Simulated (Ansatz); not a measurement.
PbO built on the wurtzite prototype was relaxed with 4 functionals in Ansatz 0.2.0, cell and atoms free, the symmetry of the start kept (meshes: PBE 12×12×4, r2SCAN 6×6×4, PBEsol 6×6×4, LDA 6×6×4). (Calculated; spin-unpolarised; the phase may be known or hypothetical.)

The LDA result:
```cif
data_structure
_symmetry_space_group_name_H-M 'P 1'
_symmetry_Int_Tables_number 1
_cell_length_a 4.1389
_cell_length_b 4.1389
_cell_length_c 5.4739
_cell_angle_alpha 90.000
_cell_angle_beta 90.000
_cell_angle_gamma 120.000
_cell_volume 81.21
loop_
_atom_site_label
_atom_site_type_symbol
_atom_site_fract_x
_atom_site_fract_y
_atom_site_fract_z
_atom_site_occupancy
Pb1 Pb 0.33333 0.66667 0.97554 1
Pb2 Pb 0.66667 0.33333 0.47554 1
O1 O 0.33333 0.66667 0.39946 1
O2 O 0.66667 0.33333 0.89946 1
```

Space group P6_3mc (No. 186), hexagonal; a = 4.139 Å, c = 5.474 Å in the conventional setting, 20.30 Å³ an atom. Pb has 4 O at 2.32–2.43 Å; O has 4 Pb at 2.32–2.43 Å.

(1) Order the functionals by the relaxed volume, smallest first.
A. r2SCAN
B. PBEsol
C. LDA
D. PBE

(2) How does the cell change with r2SCAN?

(3) How does the cell change with PBE?

(4) Held at the r2SCAN cell, what mean stress do LDA and PBE find, and does its sign point to their own minimum?

## Answers

(1) C (20.30 Å³/atom), B (21.08 Å³/atom), A (21.44 Å³/atom), D (22.35 Å³/atom).

(2) a = 4.197 Å, c = 5.622 Å; the volume differs by +5.6 % from LDA's. Around Pb lie 4 O at 2.33–2.47 Å; around O lie 4 Pb at 2.33–2.47 Å.

(3) a = 4.198 Å, c = 5.856 Å; the volume differs by +10.1 % from LDA's. Pb has 4 O at 2.36–2.49 Å; O has 4 Pb at 2.36–2.49 Å.

(4) Yes. LDA -3.47 GPa, and its relaxed volume is -5.3 % from r2SCAN's; PBE +2.43 GPa, and its relaxed volume is +4.2 % from r2SCAN's. Compression counts positive, so a positive stress asks for a larger cell.
